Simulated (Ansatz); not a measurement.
**Eigenvalues along a path: S (begun as hcp type, now distorted hcp)**

```
CELL_PARAMETERS angstrom
2.32370 0.00000 0.00000
-1.16185 2.01238 0.00000
0.00000 0.00000 3.13528
ATOMIC_POSITIONS crystal
S 0.33333 0.66667 0.25000
S 0.66667 0.33333 0.75000
```

The cell comes from a relaxation on PAW files under the same functional, begun from a prototype that needn't be the stable phase.

Level of theory: DFT with PBE, scalar-relativistic, in Ansatz 0.2.0; a Γ-centred 15×15×8 k mesh, Fermi–Dirac smearing of 0.1 eV, no spin polarisation. LAPW: all electrons, basis error target 1 meV/atom.

This run: volume at 0.43 of the series' base cell.

Path points, in fractions of the reciprocal vectors: Γ (0.000, 0.000, 0.000), M (0.500, 0.000, 0.000), K (0.333, 0.333, 0.000), A (0.000, 0.000, 0.500), L (0.500, 0.000, 0.500), H (0.333, 0.333, 0.500). Levels in eV from the Fermi level; bands 9 to 16, counted from the lowest band of the run. The gap is zero, the pressure 284.9 GPa.

```
# k(1/Å) point b9 b10 b11 b12 b13 b14 b15 b16
0.000 Γ -28.61 -15.66 -13.39 0.51 0.51 4.15 4.15 8.19
0.390 - -28.07 -15.17 -12.86 -3.74 -1.36 3.13 6.46 7.78
0.781 - -26.46 -13.69 -11.31 -9.76 -3.55 1.03 2.22 4.15
1.171 - -23.82 -15.28 -11.30 -8.71 -4.94 -2.81 -0.96 -0.28
1.561 M -20.88 -19.18 -9.06 -5.96 -5.41 -5.25 -5.16 -0.87
1.786 - -20.71 -19.02 -8.90 -7.59 -5.87 -5.09 -5.00 1.58
2.012 - -20.18 -18.56 -10.83 -8.40 -5.65 -4.60 -4.51 2.75
2.237 - -19.30 -17.92 -13.79 -7.57 -5.62 -3.79 -3.70 0.00
2.462 K -18.07 -18.07 -15.34 -6.41 -6.41 -2.71 -2.59 -2.59
2.913 - -22.26 -14.62 -12.66 -9.90 -7.19 -3.11 0.45 0.47
3.364 - -25.75 -13.04 -10.66 -9.83 -8.12 1.44 4.21 4.44
3.814 - -27.89 -15.00 -12.69 -4.15 -2.81 4.55 5.63 7.07
4.265 Γ -28.61 -15.66 -13.39 0.51 0.51 4.15 4.15 8.19
4.516 - -28.39 -17.94 -10.74 0.70 0.70 4.31 4.31 8.37
4.766 - -27.71 -20.68 -6.87 1.25 1.25 4.67 4.67 8.16
5.017 - -26.60 -23.07 -2.66 2.15 2.15 4.51 4.51 5.99
5.267 A -25.05 -25.05 1.73 1.73 3.34 3.34 3.34 3.34
5.657 - -24.51 -24.51 -0.65 -0.65 1.69 1.69 2.11 2.11
6.048 - -22.93 -22.93 -6.50 -6.50 -0.42 -0.42 2.62 2.62
6.438 - -20.32 -20.32 -11.88 -11.88 -1.78 -1.78 2.35 2.35
6.828 L -17.44 -17.44 -15.71 -15.71 -2.25 -2.25 2.07 2.07
7.054 - -17.27 -17.27 -15.56 -15.56 -4.34 -4.34 4.24 4.24
7.279 - -16.75 -16.75 -15.10 -15.10 -7.50 -7.50 7.14 7.14
7.504 - -15.89 -15.89 -14.47 -14.47 -10.39 -10.39 8.48 8.48
7.730 H -14.85 -14.85 -14.48 -14.48 -11.89 -11.89 8.88 8.88
8.180 - -18.78 -18.78 -11.26 -11.26 -9.27 -9.27 7.06 7.06
8.631 - -22.23 -22.23 -6.63 -6.63 -4.86 -4.86 4.33 4.33
9.082 - -24.34 -24.34 -1.02 -1.02 0.14 0.14 2.57 2.57
9.532 A -25.05 -25.05 1.73 1.73 3.34 3.34 3.34 3.34
```
